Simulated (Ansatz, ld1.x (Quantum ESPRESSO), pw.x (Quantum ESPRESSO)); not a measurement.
# Ru: one change to the TM potential, in the atom and in the bcc crystal

* Element: ruthenium (Ru)
* Generator: ld1.x (Quantum ESPRESSO) 7.5
* Type: norm-conserving Troullier–Martins (Kleinman–Bylander form)
* Functional: PBE
* Relativity: scalar-relativistic
* Frozen core: [Kr]
* Valence charge: 8
* Reference configuration: 4d6 5s0 5p0 (charge +2)
* Partial waves: 5s (bound, empty): rc 2.60 bohr; 5p (bound, empty): rc 2.85 bohr; 4d (bound): rc 1.25 bohr
* Local potential: all-electron potential smoothed inside 2.60 bohr (lloc = -2)
* Core correction: a·sin(br)/r model core inside 0.80 bohr

Change: local potential all-electron potential smoothed inside 1.55 bohr (lloc = -1).

Cutoffs, loose and tight: the cutoffs (Ry, on a coarse ladder) from which the occupation-weighted sum of valence levels, in a spherical-Bessel basis at the reference potential, stays within 10 and 1 mRy of its value at 400 Ry. They do not see the model core or the augmentation charge, which bear on the density cutoff. Test errors are all-electron minus pseudo excitation energies from the reference, over the configurations 4d7 5s1 5p0; 4d7 5s0 5p0; 4d5 5s0 5p0; 4d7 5s0.5 5p0; 4d6 5s1 5p0; 4d6 5s2 5p0; 4d8 5s0 5p0; variants that change the core or the reference have their own tests.

Crystal test: bcc Ru in pw.x 7.5, no spin, 15³ k-points, Fermi–Dirac smearing 0.01 Ry, cutoffs set for each file from its atomic test. The reference is all-electron LAPW (Ansatz 0.2.0) with the same functional, mesh and smearing; V0 and B0 come from Birch–Murnaghan fits to the pressures at five volumes. Errors are pseudo minus all-electron; Δ is the rms difference of the E(V) curves that follow from these fits, minima aligned, over ±6 % about the mean V0. Mesh and smearing are coarse, so the numbers serve the comparison and aren't converged zero-temperature values; the lattice is a test structure that the element need not adopt.

All-electron: a0 = 3.056 Å (V0 = 14.28 Å³/atom), B0 = 274.2 GPa.

Question: Does the change bring the crystal closer to the all-electron result?

Answer: The mean pressure error goes from +6.93 to -25.01 GPa, so the change moves the solid further from the all-electron pressures.

```tsv
quantity	base	changed
outcome (atom)	generated	generated
cutoff, loose (atom)	60 Ry	60 Ry
cutoff, tight (atom)	80 Ry	80 Ry
bound ghosts (atom)	none	s, p
largest test error (meV) (atom)	-283	-144 over the solved tests; 1 of 7 tests not solved or not reliable
cutoffs in pw.x (Ry)	100/400	100/400
a0 (Å)	3.080	–
a0 error (%)	+0.77	–
B0 error (%)	-0.6	–
Δ (meV/atom)	20.1	–
mean pressure error (GPa)	+6.93	-25.01
```

A dash: not determined, or the minimum lies outside the volumes sampled.

Base: The largest radius (2.85 bohr) exceeds half the bond length (2.50 bohr), so the spheres overlap, which is one possible source of error among others. This is a poor potential for the solid. Changed file: The largest radius (2.85 bohr) exceeds half the bond length (2.50 bohr), so the spheres overlap, which is one possible source of error among others. This is a poor potential for the solid. Note: ghost states, extra bound levels that the all-electron valence spectrum of the same l lacks: s at -108.7 eV, p at -32.1 eV. A true bound ghost makes a file unfit for plane-wave use. Atomic configuration tests: 1 of 7 tests not solved or not reliable. The atomic cutoffs weigh occupied waves only.
